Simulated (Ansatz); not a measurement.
# Pressure against volume: BeTe

```cif
data_structure
_symmetry_space_group_name_H-M 'P 1'
_symmetry_Int_Tables_number 1
_cell_length_a 3.7902
_cell_length_b 3.7902
_cell_length_c 3.7902
_cell_angle_alpha 60.000
_cell_angle_beta 60.000
_cell_angle_gamma 60.000
_cell_volume 38.50
loop_
_atom_site_label
_atom_site_type_symbol
_atom_site_fract_x
_atom_site_fract_y
_atom_site_fract_z
_atom_site_occupancy
Be1 Be 0.00000 0.00000 0.00000 1
Te1 Te 0.50000 0.50000 0.50000 1
```

The runs use the primitive cell with vectors (0.000, 2.680, 2.680), (2.680, 0.000, 2.680), (2.680, 2.680, 0.000) Å, to which the k mesh refers.

The conventional cell has a = 5.360 Å, b = 5.360 Å, c = 5.360 Å, α = 90.00°, β = 90.00°, γ = 90.00°. Be (atom 1) is surrounded by 6 Te at 2.68 Å. Te (atom 2) has 6 Be at 2.68 Å as nearest neighbours.

The cell was built from the rocksalt type and relaxed in the same program, and has space group Fm-3m; it needn't be a known or the stable phase.

No spin–orbit coupling, which matters for the heavy atoms here.

Levels of theory: DFT, PBE, all-electron LAPW, scalar-relativistic (Ansatz 0.2.0); DFT, PBE, PAW with Ansatz's default frozen-core files, scalar-relativistic (Ansatz 0.2.0).

For LAPW: a Γ-centred 13×13×13 k mesh, Fermi–Dirac smearing of 0.05 eV, basis error target 1 meV/atom, no spin polarisation. PAW takes a cutoff of 420 eV at this cell. The Ansatz runs share mesh, smearing and spin set-up. Plane-wave (PAW) pressures include the program's estimate of the Pulay term.

The cell above is scaled evenly, with fractional coordinates and shape held.

| V/V(cell) | V (Å³/atom) | P, LAPW (GPa) | P, PAW (GPa) | free energy over the lowest listed, PAW (meV/atom) |
| --- | --- | --- | --- | --- |
| 0.9600 | 18.480 | ? | ? | ? |
| 0.9800 | 18.865 | 1.43 | 1.41 | 1.7 |
| 1.0000 | 19.250 | 0.02 | 0.00 | 0.0 |
| 1.0200 | 19.635 | -1.25 | -1.27 | 1.5 |
| 1.0400 | 20.020 | -2.40 | -2.42 | 6.0 |

(1) Fill in the row V/V(cell) = 0.9600.

(2) What do Birch–Murnaghan fits to the pressures give?

## Answers

(1) P, LAPW (GPa) = 2.99, P, PAW (GPa) = 2.97, free energy over the lowest listed, PAW (meV/atom) = 6.9.

(2) LAPW: V0 = 19.26 Å³/atom, B0 = 67 GPa, B0′ = 4.1; PAW: V0 = 19.25 Å³/atom, B0 = 67 GPa, B0′ = 4.1.
